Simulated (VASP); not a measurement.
A run of VASP 6.6.1:

File INCAR:

```
  PREC = Accurate
  ENCUT = 500
  EDIFF = 1E-6
  ISMEAR = 0
  SIGMA = 0.05
  LREAL = F
  LASPH = T
  NELM = 80
  ALGO = Normal
  ISIF = 2
  LWAVE = F
  LCHARG = F
  GGA = CA
```

Contents of KPOINTS:

```
Automatic mesh
0
Gamma
  8 8 4
```

POSCAR

```
TiTe2
1.0
    3.7770000000      0.0000000000      0.0000000000
   -1.8885000000      3.2709779501      0.0000000000
    0.0000000000      0.0000000000      6.4980000000
Te Ti
2 1
Direct
    0.3333333333      0.6666666667      0.7372000000
    0.6666666667      0.3333333333      0.2628000000
    0.0000000000      0.0000000000      0.0000000000
```

Potentials or basis: VASP PAW LDA potentials, release 64 (Te, Ti).

Launch:

```bash
$ cat potpaw_LDA.64/Te/POTCAR potpaw_LDA.64/Ti/POTCAR > POTCAR
$ mpirun -np 1 vasp_std > vasp.out
```

Hardware: 1 thread of Intel(R) Xeon(R) 6975P-C (Granite Rapids), with other jobs on the host.

**Question.** Estimate the wall time of this run.

**Answer.** Run time: 13 s on 1 thread of Intel(R) Xeon(R) 6975P-C (Granite Rapids), on a shared host, peak memory 0.17 GiB. Counts: scf iterations 15, k points 35.
